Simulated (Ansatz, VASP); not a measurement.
## One calculation of C, two programs

The input INCAR:

```
SYSTEM = C
  ALGO = Normal
  EDIFF = 1E-6
  ENCUT = 520
  GGA = CA
  ISIF = 2
  ISMEAR = 0
  LASPH = .True.
  LCHARG = .True.
  LELF = .True.
  LREAL = .False.
  LVHAR = .True.
  LWAVE = .False.
  NBANDS = 11
  NELM = 60
  PREC = Accurate
  SIGMA = 0.05
```

File KPOINTS:

```
k-points
0
Gamma
  12 12 12
  0 0 0
```

POSCAR

```
C
1.0
    0.0000000000      1.8649892102      1.7348129633
    1.8649892102      0.0000000000      1.7348129633
    1.8649892102      1.8649892102      0.0000000000
C
2
Direct
    0.5000000000      0.5000000000      0.5000000000
    0.7500000000      0.7500000000      0.7500000000
```

Input for Ansatz:

```yaml
crystal:
  lattice:
    - [0.0, 1.8649892102, 1.7348129633]
    - [1.8649892102, 0.0, 1.7348129633]
    - [1.8649892102, 1.8649892102, 0.0]
  atoms:
    - { symbol: C, position: [0.5, 0.5, 0.5] }
    - { symbol: C, position: [0.75, 0.75, 0.75] }
basis:
  ecutwfc: 520.0
kpoints:
  mp_grid: { grid: [12, 12, 12] }
hamiltonian:
  xc: lda
  pseudopotentials: { kind: paw, azcp: { folder: soft_1 } }
scf:
  occupations: { method: gaussian, width: 0.05 }
output:
  forces: true
  stress: true
  eigenvalues: true
```

Alike in both runs: task single point; functional LDA; k mesh 12 × 12 × 12; occupations gaussian, width 0.05 eV; no spin polarisation.

|  | VASP | Ansatz |
| --- | --- | --- |
| version | VASP 6.6.1 | Ansatz 0.2.0 |
| potentials or method | VASP PAW LDA potentials, release 64 (C) | scalar-relativistic, plane waves, PAW |
| plane-wave cutoff (eV) | 520 | 520 |
| valence electrons in the cell | 8 | 8 |

```csv
,VASP,Ansatz,Ansatz less VASP
gap on the k mesh at the Fermi level (eV),2.28,2.29,+0.007
least direct gap on the mesh (eV),4.21,4.21,-0.001
```

Ansatz warned: «pseudo_functional_mismatch».
